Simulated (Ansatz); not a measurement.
Runs of Ansatz 0.2.0 on NiO. It takes space group Fm-3m (No. 225, cubic). Conventional cell: a = 4.172 Å, b = 4.172 Å, c = 4.172 Å, α = 90.00°, β = 90.00°, γ = 90.00°. Ni (site symmetry m-3m) has 6 O at 2.09 Å as nearest neighbours. O (site symmetry m-3m) has 6 Ni at 2.09 Å as nearest neighbours. 

```tsv
task	level	potentials or basis	U	cell	cutoff (eV)	points for each segment of the path	hubbard projectors	double counting	gap on the mesh (eV)	pressure (GPa)	moment (μB)	relaxed volume (Å³/atom)
density of states	PBE	Ansatz PAW	-	as given	420	-	-	-	none	5.7	1.73	-
density of states	r2SCAN	Ansatz PAW	-	as given	500	-	-	-	(b)	2.7	2.00	-
band structure	PBE	Ansatz NC	-	as given	1400	14	-	-	none	6.7	1.85	-
relaxation of cell and atoms	BLYP	Ansatz PAW	-	relaxed	420	-	-	-	-	0.0	1.86	9.80
band structure	PBEsol+U	Ansatz PAW	Ni d U = 6 eV	as given	420	14	ortho-atomic (the default)	fll (the default)	(c)	(a)	2.00	-
single point	PBE	Ansatz PAW	-	as given	500	-	-	-	none	5.7	1.73	-
relaxation of cell and atoms	SVWN5	Ansatz PAW	-	relaxed	420	-	-	-	none	0.0	0.31	8.26
```

Alike in all rows: spin collinear, ferromagnetic start; k mesh 11 × 11 × 11; smearing fermi-dirac 0.05 eV.

**Question.** Fill in the values left out.

**Answer.** (a) 4.1; (b) 0.82; (c) 1.93.

Caveats: a cell with one magnetic atom can't hold antiferromagnetic order, which such compounds often take (some runs); semilocal functionals often make such compounds metallic where correlation or magnetic order opens a gap, which also shifts bond lengths (some runs); the PAW data sets come from PBE, with cores solved anew for the run's functional, which leaves a small shift of forces and pressure (some runs); the magnetic or orbital state may not be the lowest (some runs); the plane-wave basis is chosen anew once the cell has moved, so the energies of steps on either side of that aren't comparable (some runs); odd divisions of the mesh miss points on the zone boundary, where band edges often lie, so the gap on the mesh can be too wide (some runs).

A k mesh can miss the band edges.

A gap of «none» marks a metal or a gap under the smearing width.
